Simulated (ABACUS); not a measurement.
Fe:

```xyz
1
Lattice="-1.4430 1.4430 1.4430 1.4430 -1.4430 1.4430 1.4430 1.4430 -1.4430" Properties=species:S:1:pos:R:3 pbc="T T T"
Fe    0.0000    0.0000    0.0000
```

- Program: ABACUS 3.10.1
- Task: relaxation of cell and atoms
- Functional: LDA-PW92
- Potentials or basis: PseudoDojo NC SR 0.4.1 LDA stringent
- Cutoff: 1891 eV
- Density cutoff: 7565 eV
- Basis: plane waves
- k mesh: 10 × 10 × 10
- Occupations: fermi-dirac, width 0.05 eV
- Spin: collinear spin, ferromagnetic start
- Starting moments: [3.0] μB

At the start: pressure -27.1 GPa; volume 12.02 Å³/atom.

Q: Where does the relaxation end?

A: Over 3 steps the energy falls by 151.9 meV/atom and the volume is 10.42 Å³/atom (-13.3 %); space group Im-3m (No. 229, to 0.05 Å); moment 2.06 μB per cell.

The path:
| step | energy change (eV) | largest force (eV/Å) | pressure (GPa) | volume (Å³) |
| --- | --- | --- | --- | --- |
| 1 | 0.0000 | 0.0000 | -27.10 | 12.02 |
| 2 | -0.1504 | 0.0000 | -3.34 | 10.58 |
| 3 | -0.1519 | 0.0000 | 0.33 | 10.42 |

Final structure:
```
Fe
1.0
    -1.37577    1.37577    1.37577
     1.37577   -1.37577    1.37577
     1.37577    1.37577   -1.37577
Fe
1
Direct
  0.00000 0.00000 0.00000
```

Caveat: the volume moved by -13 % from the deposited cell, more than functionals usually miss.
